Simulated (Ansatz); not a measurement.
# CdSe (Cadmoselite) (P6_3mc) in Ansatz: settings compared

Aim: see how the results for CdSe (Cadmoselite) move with the level of theory and the settings. Levels: PBE, RPBE+D4. Tasks: band structure, single point, equation of state.

Program: Ansatz 0.2.0. These are calculated values, not measurements. Logs are shortened: lines on timing, memory, paths and dates and some standing lists are left out, and cuts for length are marked.

**The experiment to reproduce.**

A printed reference work, data compilation reports, for a bulk crystal of CdSe at 2 K: band gap 1.841 eV.

The results are compared with them further down.

### Step 1. The structure

It takes space group P6_3mc (No. 186, hexagonal). Conventional cell: a = 4.300 Å, b = 4.300 Å, c = 7.020 Å, α = 90.00°, β = 90.00°, γ = 120.00°. Cd (site symmetry 3m) has 4 Se at 2.61 to 2.70 Å as nearest neighbours. Se (site symmetry 3m) has 4 Cd at 2.61 to 2.70 Å as nearest neighbours.

### Step 2. Band structure, PBE

Contents of input.yaml:

```yaml
crystal:
  lattice:
    - [4.3, 0.0, 0.0]
    - [-2.15, 3.7239092363, 0.0]
    - [0.0, 0.0, 7.02]
  atoms:
    - { symbol: Cd, position: [0.6666666667, 0.3333333333, 0.5] }
    - { symbol: Cd, position: [0.3333333333, 0.6666666667, 0.0] }
    - { symbol: Se, position: [0.6666666667, 0.3333333333, 0.885] }
    - { symbol: Se, position: [0.3333333333, 0.6666666667, 0.385] }
hamiltonian:
  xc: pbe
  pseudopotentials: { kind: paw }
kpoints:
  mp_grid: { grid: [7, 7, 4] }
  band_path:
    path:
      - [[0.0, 0.0, 0.0], [0.5, 0.0, 0.0], [0.3333333333, 0.3333333333, 0.0], [0.0, 0.0, 0.0], [0.0, 0.0, 0.5], [0.5, 0.0, 0.5], [0.3333333333, 0.3333333333, 0.5], [0.0, 0.0, 0.5]]
      - [[0.5, 0.0, 0.5], [0.5, 0.0, 0.0]]
      - [[0.3333333333, 0.3333333333, 0.0], [0.3333333333, 0.3333333333, 0.5]]
    npoints: 14
scf:
  occupations: { method: fermi_dirac, width: 0.05 }
  n_extra_bands: 10
output:
  forces: true
  stress: true
  eigenvalues: true
  fatbands: true
```

Potentials or basis: Ansatz PAW.

On the command line:

```bash
$ ansatz run input.yaml --threads 2 --pin off --max-ram 5120MiB --backend cpu --events-out ev --progress --plain --runs-dir out
```

The program printed:

```text
Warning: RAYON_NUM_THREADS=2 ignored (pool sized by the plan → 2); use --threads N
scf.n_extra_bands = 10 over 36 filled bands (N_el = 72.0): the run solves 46 bands
Engine: ansatz 0.2.0, aarch64-unknown-linux-gnu
Pseudopotentials: kind: paw
Pseudopotential: Cd, paw, valence charge 20, recommended cutoff 420 eV (normal), Cd.paw.azcp
Pseudopotential: Se, paw, valence charge 16, recommended cutoff 420 eV (normal), Se.paw.azcp
Functional definition: PBE
  parameter kappa = 0.804
  parameter beta = 0.06672455060314922
  exchange = pbe_x(kappa = kappa, mu = beta*pi^2/3)
  correlation = pbe_c(beta = beta)
Crystal: 4 atoms, lattice volume = 112.410 Å³
Basis set: ecut = 420 eV, 2189 PW (Γ), exchange–correlation on 60×60×96 points (8 copies of the dense FFT grid, shifted against one another)
Bands: 46, of which v1, the nominal top of the filled ones, is band 36 counted from 1 (35 counted from 0)
Symmetry: 12 space group operations
Space group: P63mc (ITA 186), of the structure as read, at distance tolerance 4.8e-5 Å
k-points: 24 of 196 (time reversal used)
Non-local potential: Cd, projectors of the file, l = 0: 3, l = 1: 2, l = 2: 2, l = 3: 1
Non-local potential: Se, projectors of the file, l = 0: 2, l = 1: 2, l = 2: 3, l = 3: 1
PAW form: soft (Blöchl's): semilocal exchange-correlation on the pseudo side does not see the compensation charge
PAW one-centre angular grid: Cd, 590 points (default); XC on 64 Gauss nodes
PAW one-centre angular grid: Se, 590 points (default); XC on 64 Gauss nodes
Initial density: superposition of atomic densities (neutral atoms: chi_scale 0, normalization atom), corrected by the library's trained network
Initial wavefunctions: pseudopotential atomic-orbital guess
Functional: x = pbe(κ = 0.804, μ = 0.2195149727645171), c = pbe(β = 0.06672455060314922)
SCF iter   1: F=—  HF=-27449.509529 eV  |F-HF|=—  |Δ(HF+E_count)|=         —  Δρ=8.65e-4  dr2=1.64e-3  ethr=1.77e-3  ⟨swp⟩=6.1  Hψ=4091  notcnv=0  defer=12
preconditioner: auto → Resta (q_TF=auto, 2.533 Å⁻¹)  ε∞=3.6  [insulator: Δε(μ)=0.690 eV  Ē_g=12.929 eV  σ=0.050 eV  W_gap=1.00  n_scr=34 (ndim 8)  ℏωp=21.0 eV  f_vac=0.201  D(μ)=0.00/eV (n_scr^D=0)  ε∞_Penn≈3.6]
SCF iter   2: F=—  HF=-27449.510657 eV  |F-HF|=—  |Δ(HF+E_count)|=   1.13e-3  Δρ=5.00e-4  dr2=5.01e-4  ethr=2.28e-6  ⟨swp⟩=2.0  Hψ=1739  notcnv=0  defer=39
SCF iter   3: F=—  HF=-27449.510700 eV  |F-HF|=—  |Δ(HF+E_count)|=   4.28e-5  Δρ=2.33e-4  dr2=4.16e-5  ethr=6.96e-7  ⟨swp⟩=2.0  Hψ=1467  notcnv=0  defer=39
SCF iter   4: F=—  HF=-27449.510764 eV  |F-HF|=—  |Δ(HF+E_count)|=   6.38e-5  Δρ=9.75e-5  dr2=1.11e-5  ethr=5.78e-8  ⟨swp⟩=2.1  Hψ=1842  notcnv=0  defer=39
SCF iter   5: F=—  HF=-27449.510778 eV  |F-HF|=—  |Δ(HF+E_count)|=   1.43e-5  Δρ=3.50e-5  dr2=2.08e-6  ethr=1.54e-8  ⟨swp⟩=2.0  Hψ=1418  notcnv=0  defer=39
SCF iter   6: F=-27449.510780 eV  HF=-27449.510780 eV  |F-HF|=1.86e-7  |Δ(HF+E_count)|=   1.78e-6  Δρ=9.33e-6  dr2=9.09e-8  ethr=1.39e-10  ⟨swp⟩=7.9  Hψ=5445  notcnv=0
SCF 1 converged in 6 iterations: F = -27449.510780 eV  dr2 = 9.09e-8
NSCF: frozen V_eff on 129 k-points
SCF converged after 6 iterations
Free energy (F): -27449.510780 eV
Harris-Foulkes:  -27449.510780 eV  (|F-HF|=1.86e-7)
Internal energy: -27449.510765 eV  (E = F + TS)
E sigma→0 (E₀):  -27449.510773 eV
Entropy (-TS):   -0.000015 eV (-0.004 meV/atom)
Fermi energy:    7.861893 eV
--- Per-component energies (eV) ---
  E_band       = -1779.242563
  E_kinetic    = 1248.246494
  E_local      = -12776.464695  (includes V_loc(G=0)·N_el)
  E_nonlocal   = -1124.728320
  E_hartree    = 6078.076484
  E_xc         = -562.481038
  E_vxc        = -640.392740  (∫ρ·V_xc dr)
  E_paw        = -11989.155771  (= ΣΔE_a)
  E_vpaw       = -642.065041  (= ΣTr[D̂ρ^β])
  E_aug_tail   = -0.001150  (compensation charges beyond the density's cutoff)
  E_ewald      = -8323.002769
  E_smearing   = -0.000015  (= −TS)
  E_closure    = -0.000000  (closes the sum)
  Σ components = -27449.510780   (vs F -27449.510780, Δ=0.00e0)
--- Forces (eV/Å), atoms counted from 1 ---
  atom   1  Cd     0.00000000     0.00000000     0.28164014
  atom   2  Cd     0.00000000    -0.00000000     0.28164014
  atom   3  Se     0.00000000     0.00000000    -0.28164894
  atom   4  Se    -0.00000000    -0.00000000    -0.28164894
  max |Σ_I F_I| component: 1.76e-5 eV/Å
--- Stress (GPa, compression-positive) ---
        3.687074       0.000000       0.000000
       -0.000000       3.687074      -0.000000
       -0.000000      -0.000000       1.662997
  P = ⅓ Tr σ = 3.0124 GPa (30.124 kbar)
--- Band table (eV; the first three rows and the last of 24) ---
  k-point 0: bands = ["-94.1408", "-94.1408", "-55.2113", "-55.2110", "-55.2105", "-55.2105", "-55.2104", "-55.2104", "-39.1617", "-39.1617", "-39.1616", "-39.1616", "-39.1509", "-39.1509", "-39.1509", "-39.1509", "-39.1504", "-39.1504", "-5.1153", "-4.7483", "-0.4513", "-0.4513", "-0.3956", "-0.3956", "-0.3882", "-0.0925", "-0.0925", "-0.0281", "-0.0281", "0.2525", "3.2447", "6.7613", "6.7613", "7.4659", "7.4770", "7.4770", "8.1797", "9.5999", "13.3661", "13.3661", "13.6206", "14.4760", "14.4760", "15.1869", "16.8867", "16.9182"]
  k-point 1: bands = ["-94.1408", "-94.1408", "-55.2113", "-55.2111", "-55.2105", "-55.2105", "-55.2104", "-55.2104", "-39.1617", "-39.1617", "-39.1616", "-39.1616", "-39.1509", "-39.1509", "-39.1509", "-39.1509", "-39.1504", "-39.1504", "-5.0613", "-4.8012", "-0.4452", "-0.4452", "-0.4058", "-0.4058", "-0.3468", "-0.0813", "-0.0813", "-0.0358", "-0.0358", "0.0733", "3.7510", "6.3092", "6.8591", "6.8591", "7.3644", "7.3644", "9.2051", "9.7038", "13.1749", "13.4481", "13.4481", "14.2018", "14.2018", "14.4490", "16.9807", "17.3870"]
  k-point 2: bands = ["-94.1408", "-94.1408", "-55.2112", "-55.2112", "-55.2105", "-55.2105", "-55.2105", "-55.2105", "-39.1617", "-39.1617", "-39.1617", "-39.1617", "-39.1509", "-39.1509", "-39.1509", "-39.1509", "-39.1504", "-39.1504", "-4.9307", "-4.9307", "-0.4275", "-0.4275", "-0.4275", "-0.4275", "-0.1962", "-0.1962", "-0.0568", "-0.0568", "-0.0568", "-0.0568", "4.9145", "4.9145", "7.1044", "7.1044", "7.1044", "7.1044", "9.8166", "9.8166", "13.2981", "13.2981", "13.7409", "13.7409", "13.7409", "13.7409", "17.5427", "17.5427"]
  k-point 23: bands = ["-94.1408", "-94.1408", "-55.2112", "-55.2112", "-55.2107", "-55.2107", "-55.2106", "-55.2106", "-39.1617", "-39.1617", "-39.1617", "-39.1617", "-39.1509", "-39.1509", "-39.1509", "-39.1509", "-39.1504", "-39.1504", "-4.6511", "-4.6511", "-0.2810", "-0.2810", "-0.2621", "-0.2621", "-0.1129", "-0.1129", "-0.0675", "-0.0675", "0.3307", "0.3307", "3.3875", "3.3875", "5.1404", "5.1404", "6.3936", "6.3936", "11.2527", "11.2527", "13.2412", "13.2412", "13.7785", "13.7785", "15.5504", "15.5504", "17.2927", "17.2927"]
```

Wall time 32 s (2 threads of Arm Neoverse V1, shared host); peak memory 0.57 GiB.

What came out:

| Property | Result |
| --- | --- |
| Free energy | -27449.5108 eV |
| Pressure | 3.0 GPa |
| Largest force | 0.282 eV/Å |
| Band gap on the k mesh | 0.70 eV, direct |
| Band gap along the path | 0.70 eV, direct |

Forces on the atoms (eV/Å):
```
Cd   0.000  0.000  0.282
Cd   0.000  0.000  0.282
Se   0.000  0.000 -0.282
Se   0.000  0.000 -0.282
```

Levels at the corners of the path, in eV from the valence-band top:
```csv
point,band 34,band 35,band 36,band 37,band 38,band 39
Γ,-0.01,0.00,0.00,0.70,2.12,5.89
M,-1.85,-1.24,-0.83,3.23,3.32,4.81
K,-1.79,-1.79,-1.78,4.39,4.80,4.80
Γ,-0.01,0.00,0.00,0.70,2.12,5.89
A,-0.37,-0.37,-0.37,2.34,2.34,5.82
L,-1.38,-1.29,-1.29,2.99,2.99,4.79
H,-2.48,-1.05,-1.05,3.80,3.80,5.92
A,-0.37,-0.37,-0.37,2.34,2.34,5.82
L,-1.38,-1.29,-1.29,2.99,2.99,4.79
M,-1.85,-1.24,-0.83,3.23,3.32,4.81
K,-1.79,-1.79,-1.78,4.39,4.80,4.80
H,-2.48,-1.05,-1.05,3.80,3.80,5.92
```

### Step 3. Single point, RPBE+D4, 26.42 Å³/atom (volume scaled by 0.94)

Contents of input.yaml:

```yaml
crystal:
  lattice:
    - [4.2122202675, 0.0, 0.0]
    - [-2.1061101337, 3.647889758, 0.0]
    - [0.0, 0.0, 6.8766944832]
  atoms:
    - { symbol: Cd, position: [0.6666666667, 0.3333333333, 0.5] }
    - { symbol: Cd, position: [0.3333333333, 0.6666666667, 0.0] }
    - { symbol: Se, position: [0.6666666667, 0.3333333333, 0.885] }
    - { symbol: Se, position: [0.3333333333, 0.6666666667, 0.385] }
hamiltonian:
  xc: rpbe
  pseudopotentials: { kind: paw }
  dispersion: d4
kpoints:
  mp_grid: { grid: [7, 7, 4] }
scf:
  occupations: { method: fermi_dirac, width: 0.05 }
output:
  forces: true
  stress: true
  eigenvalues: true
```

Potentials or basis: Ansatz PAW.

On the command line:

```bash
$ ansatz run input.yaml --threads 2 --pin off --max-ram 5120MiB --backend cpu --events-out ev --progress --plain --runs-dir out
```

Run time: 5 s. Hardware: 2 threads of Arm Neoverse V1, shared host; peak memory 0.38 GiB.

It converged, with:

```yaml
Free_energy: -27480.3988 eV
Pressure: 4.7 GPa
Largest_force: 0.352 eV/Å
Band_gap_on_the_k_mesh: 1.01 eV, direct
```

Caveat: odd divisions of the mesh miss points on the zone boundary, where band edges often lie, so the gap on the mesh can be too wide; the PAW data sets come from PBE, with cores solved anew for the run's functional, which leaves a small shift of forces and pressure.

### Step 4. Single point, RPBE+D4, 26.98 Å³/atom (volume scaled by 0.96)

Changes to input.yaml since step 3:

```diff
@@ -2,5 +2,5 @@
   lattice:
-    - [4.2122202675, 0.0, 0.0]
-    - [-2.1061101337, 3.647889758, 0.0]
-    - [0.0, 0.0, 6.8766944832]
+    - [4.2418847678, 0.0, 0.0]
+    - [-2.1209423839, 3.6735799689, 0.0]
+    - [0.0, 0.0, 6.9251235047]
   atoms:
@@ -22 +22,5 @@
   eigenvalues: true
+  write_density: true
+  write_potential: true
+  elf: true
+  volumetric_format: npy
```

On the command line:

```bash
$ ansatz run input.yaml --threads 2 --pin off --max-ram 5120MiB --backend cpu --events-out ev --progress --plain --runs-dir out
```

It took 7.5 s on 2 threads of Arm Neoverse V1, shared host; peak memory 0.39 GiB.

The run converged. Its results:

```yaml
Free_energy: -27480.4547 eV
Pressure: 3.3 GPa
Largest_force: 0.327 eV/Å
Band_gap_on_the_k_mesh: 0.96 eV, direct
```

Caveat: odd divisions of the mesh miss points on the zone boundary, where band edges often lie, so the gap on the mesh can be too wide; the PAW data sets come from PBE, with cores solved anew for the run's functional, which leaves a small shift of forces and pressure.

### Step 5. Single point, RPBE+D4, 27.54 Å³/atom (volume scaled by 0.98)

Changes to input.yaml since step 4:

```diff
@@ -2,5 +2,5 @@
   lattice:
-    - [4.2418847678, 0.0, 0.0]
-    - [-2.1209423839, 3.6735799689, 0.0]
-    - [0.0, 0.0, 6.9251235047]
+    - [4.27114007, 0.0, 0.0]
+    - [-2.135570035, 3.6989158038, 0.0]
+    - [0.0, 0.0, 6.9728844864]
   atoms:
@@ -22,5 +22 @@
   eigenvalues: true
-  write_density: true
-  write_potential: true
-  elf: true
-  volumetric_format: npy
```

On the command line:

```bash
$ ansatz run input.yaml --threads 2 --pin off --max-ram 5120MiB --backend cpu --events-out ev --progress --plain --runs-dir out
```

It took 5.1 s on 2 threads of Arm Neoverse V1, shared host; peak memory 0.39 GiB.

Results (log left out):

```yaml
Free_energy: -27480.4923 eV
Pressure: 2.1 GPa
Largest_force: 0.305 eV/Å
Band_gap_on_the_k_mesh: 0.92 eV, direct
```

Caveat: odd divisions of the mesh miss points on the zone boundary, where band edges often lie, so the gap on the mesh can be too wide; the PAW data sets come from PBE, with cores solved anew for the run's functional, which leaves a small shift of forces and pressure.

### Step 6. Single point, RPBE+D4, 28.10 Å³/atom

Changes to input.yaml since step 5:

```diff
@@ -2,5 +2,5 @@
   lattice:
-    - [4.27114007, 0.0, 0.0]
-    - [-2.135570035, 3.6989158038, 0.0]
-    - [0.0, 0.0, 6.9728844864]
+    - [4.3, 0.0, 0.0]
+    - [-2.15, 3.7239092363, 0.0]
+    - [0.0, 0.0, 7.02]
   atoms:
@@ -22 +22,5 @@
   eigenvalues: true
+  write_density: true
+  write_potential: true
+  elf: true
+  volumetric_format: npy
```

Potentials or basis: Ansatz PAW.

On the command line:

```bash
$ ansatz run input.yaml --threads 2 --pin off --max-ram 5120MiB --backend cpu --events-out ev --progress --plain --runs-dir out
```

Wall time 7.2 s (2 threads of Arm Neoverse V1, shared host); peak memory 0.4 GiB.

The run converged. Its results:

- Free energy: -27480.5134 eV
- Pressure: 1.0 GPa
- Largest force: 0.283 eV/Å
- Band gap on the k mesh: 0.88 eV, direct

Caveat: odd divisions of the mesh miss points on the zone boundary, where band edges often lie, so the gap on the mesh can be too wide; the PAW data sets come from PBE, with cores solved anew for the run's functional, which leaves a small shift of forces and pressure.

### Step 7. Single point, RPBE+D4, 28.66 Å³/atom (volume scaled by 1.02)

Changes to input.yaml since step 6:

```diff
@@ -2,5 +2,5 @@
   lattice:
-    - [4.3, 0.0, 0.0]
-    - [-2.15, 3.7239092363, 0.0]
-    - [0.0, 0.0, 7.02]
+    - [4.3284776511, 0.0, 0.0]
+    - [-2.1642388256, 3.7485716056, 0.0]
+    - [0.0, 0.0, 7.0664914211]
   atoms:
```

On the command line:

```bash
$ ansatz run input.yaml --threads 2 --pin off --max-ram 5120MiB --backend cpu --events-out ev --progress --plain --runs-dir out
```

Run time: 7.8 s. Hardware: 2 threads of Arm Neoverse V1, shared host; peak memory 0.4 GiB.

It converged, with:

| Quantity | Value |
| --- | --- |
| Free energy | -27480.5200 eV |
| Pressure | 0.0 GPa |
| Largest force | 0.264 eV/Å |
| Band gap on the k mesh | 0.83 eV, direct |

Caveat: odd divisions of the mesh miss points on the zone boundary, where band edges often lie, so the gap on the mesh can be too wide; the PAW data sets come from PBE, with cores solved anew for the run's functional, which leaves a small shift of forces and pressure.

### Step 8. Single point, RPBE+D4, 29.23 Å³/atom (volume scaled by 1.04)

Changes to input.yaml since step 7:

```diff
@@ -2,5 +2,5 @@
   lattice:
-    - [4.3284776511, 0.0, 0.0]
-    - [-2.1642388256, 3.7485716056, 0.0]
-    - [0.0, 0.0, 7.0664914211]
+    - [4.3565854364, 0.0, 0.0]
+    - [-2.1782927182, 3.7729136617, 0.0]
+    - [0.0, 0.0, 7.1123790148]
   atoms:
@@ -22,5 +22 @@
   eigenvalues: true
-  write_density: true
-  write_potential: true
-  elf: true
-  volumetric_format: npy
```

On the command line:

```bash
$ ansatz run input.yaml --threads 2 --pin off --max-ram 5120MiB --backend cpu --events-out ev --progress --plain --runs-dir out
```

Wall time 5.3 s (2 threads of Arm Neoverse V1, shared host); peak memory 0.39 GiB.

The run converged. Its results:

* Free energy: -27480.5135 eV
* Pressure: -0.9 GPa
* Largest force: 0.245 eV/Å
* Band gap on the k mesh: 0.79 eV, direct

Caveat: odd divisions of the mesh miss points on the zone boundary, where band edges often lie, so the gap on the mesh can be too wide; the PAW data sets come from PBE, with cores solved anew for the run's functional, which leaves a small shift of forces and pressure.

### Step 9. Single point, RPBE+D4, 29.79 Å³/atom (volume scaled by 1.06)

Changes to input.yaml since step 8:

```diff
@@ -2,5 +2,5 @@
   lattice:
-    - [4.3565854364, 0.0, 0.0]
-    - [-2.1782927182, 3.7729136617, 0.0]
-    - [0.0, 0.0, 7.1123790148]
+    - [4.3843351364, 0.0, 0.0]
+    - [-2.1921675682, 3.7969456069, 0.0]
+    - [0.0, 0.0, 7.1576820134]
   atoms:
```

Potentials or basis: Ansatz PAW.

On the command line:

```bash
$ ansatz run input.yaml --threads 2 --pin off --max-ram 5120MiB --backend cpu --events-out ev --progress --plain --runs-dir out
```

Wall time 5.4 s (2 threads of Arm Neoverse V1, shared host); peak memory 0.39 GiB.

Results (log left out):

| Quantity | Value |
| --- | --- |
| Free energy | -27480.4953 eV |
| Pressure | -1.7 GPa |
| Largest force | 0.228 eV/Å |
| Band gap on the k mesh | 0.74 eV, direct |

Caveat: odd divisions of the mesh miss points on the zone boundary, where band edges often lie, so the gap on the mesh can be too wide; the PAW data sets come from PBE, with cores solved anew for the run's functional, which leaves a small shift of forces and pressure.

### Step 10. Equation of state, RPBE+D4

This step only gathers the single runs of the series.

Results:

```
Equilibrium volume                        : 28.66 Å³/atom
Bulk modulus at fixed shape and positions : 48 GPa
Pressure derivative of the bulk modulus   : 4.7
```

Energy against volume, from the lowest point:
| volume (Å³/atom) | energy (meV/atom) |
| --- | --- |
| 26.416 | 30.31 |
| 26.978 | 16.34 |
| 27.540 | 6.94 |
| 28.102 | 1.65 |
| 28.665 | 0.00 |
| 29.227 | 1.63 |
| 29.789 | 6.18 |

Caveat: the potentials were made for another functional, which shifts forces and pressure; the cell was scaled at fixed shape and fractional positions, which overstates the stiffness of a crystal with free parameters, most of all of layers and chains.

### Step 11. Against experiment

Step 2. Against the measured gap of CdSe, 1.841 eV (2 K; a printed reference work, data compilation), the calculated 0.70 eV is off by -1.14 eV. So large a miss can be the level of theory's own, or it may mean another phase, state or a wrong row. Spin-orbit coupling on Cd, Se is left out. The value is that of PBE, without temperature or zero-point motion. Semilocal functionals fall short of measured gaps as a rule.
